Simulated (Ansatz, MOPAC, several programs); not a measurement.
# Many methods on one cell: La2O3 (P6/mmm)

A 5-atom cell of La2O3 started from a crystallographic database, relaxed with r2SCAN in Ansatz, was computed with several methods. The symmetry is P6/mmm (No. 191, hexagonal); conventional cell a = 6.355 Å, c = 3.279 Å, 22.93 Å³ an atom. Around La lie 6 O at 2.46 Å; around O lie 4 La at 2.46 Å. Spin-unpolarised throughout; all numbers are computed.

```xyz
5
Lattice="6.3546 0.0000 0.0000 -3.1773 5.5032 0.0000 0.0000 0.0000 3.2787" Properties=species:S:1:pos:R:3 pbc="T T T"
La    0.0000    3.6688    1.6396
La    3.1773    1.8344    1.6391
O     1.5886    2.7516    0.0000
O     3.1773    0.0000    0.0000
O    -1.5886    2.7516    0.0000
```

Gaps and times are for a single point on this cell; volume and bulk modulus come from each method's own relaxation or energy curve at fixed shape, which is too stiff where a cell has free coordinates or axes. Times are rough, from shared hosts (Arm Neoverse V2), and each method has its own mesh and cell size. A double dagger marks a value from a curve with shape and coordinates held. PM6 (MOPAC): levels, charges or heat of formation failed a check of plausibility, so no values are given. PM6 (MOPAC), PM7 (MOPAC) treat a cluster of cells at its zone centre, which samples few k points: where these miss a band edge, the gap comes out too large for that reason alone. Gaps from k meshes are read at a limited set of points (mesh, symmetry points, PBE's band edges), so each method's own least gap may be somewhat smaller. xTB and the PM methods were fitted mostly to molecules, and can miss a solid's gap by electronvolts. d marks a direct gap, i an indirect one (no mark: not told apart), a dash a value that wasn't computed or didn't pass its checks.

| method | kind | gap (eV) | own volume (Å³/atom) | bulk modulus (GPa) | atoms computed | processor time |
| --- | --- | --- | --- | --- | --- | --- |
| light PBE (260 eV, its own mesh) | light plane-wave | 1.57 i | – | – | 5 | 1.9 s |
| PM7 (MOPAC) | semi-empirical | 10.78 | – | – | 60 | 7.4 s |
| PBE | semilocal | 1.58 i | 23.11 | 92‡ | 5 | 12 s |
| PM6 (MOPAC) | semi-empirical | – | – | – | 60 | 16 s |
| r2SCAN | semilocal | 1.92 i | 22.93 | 98‡ | 5 | 28 s |

Against r2SCAN (1.92 eV) the nearest gap at the points sampled is that of PBE (-0.34 eV) and the farthest that of PM7 (MOPAC) (+8.85 eV). r2SCAN is only a yardstick of convenience: semilocal gaps usually lie below measured ones, which GLLB-SC and hybrids aim to mend.

Runs without a result: GFN1-xTB (tblite) (single point), GFN2-xTB (tblite) (single point), GLLB-SC (GPAW) (single point).

The runs are scalar-relativistic, without spin-orbit coupling.
